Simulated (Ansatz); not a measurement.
**Sc2Al (P6_3/mmc)**

Method: DFT r2SCAN, scalar-relativistic, plane waves, PAW (Ansatz).

Plane waves to 500 eV, a k mesh through Γ of 12×12×6 on the computed 6-atom cell and Gaussian smearing (0.10 eV); no spin polarisation.

The structure is relaxed at this level of theory with its symmetry kept. Whether it is the stable form of this composition wasn't checked.

```cif
data_structure
_symmetry_space_group_name_H-M 'P6_3/mmc'
_symmetry_Int_Tables_number 194
_cell_length_a 4.8880
_cell_length_b 4.8880
_cell_length_c 6.1633
_cell_angle_alpha 90.000
_cell_angle_beta 90.000
_cell_angle_gamma 120.000
_cell_volume 127.53
loop_
_atom_site_label
_atom_site_type_symbol
_atom_site_symmetry_multiplicity
_atom_site_Wyckoff_symbol
_atom_site_fract_x
_atom_site_fract_y
_atom_site_fract_z
_atom_site_occupancy
Sc1 Sc 2 a 0.00000 0.00000 0.00000 1
Sc2 Sc 2 d 0.33333 0.66667 0.75000 1
Al1 Al 2 c 0.33333 0.66667 0.25000 1
```

Problem. Density of states at the Fermi level?

Solution. 7.34 states/eV per cell.

Problem. Löwdin character within 0.5 eV of the Fermi level?

Solution. Sc 3d 86 %, unprojected 5 %.

Problem. Bulk modulus?

Solution. 74 GPa.

Problem. Its pressure derivative?

Solution. 3.7.

Problem. Bader charges (e)?

Solution. Sc (2 in the cell) 1.21, Sc (2 in the cell) 1.22, Al (2 in the cell) -2.43.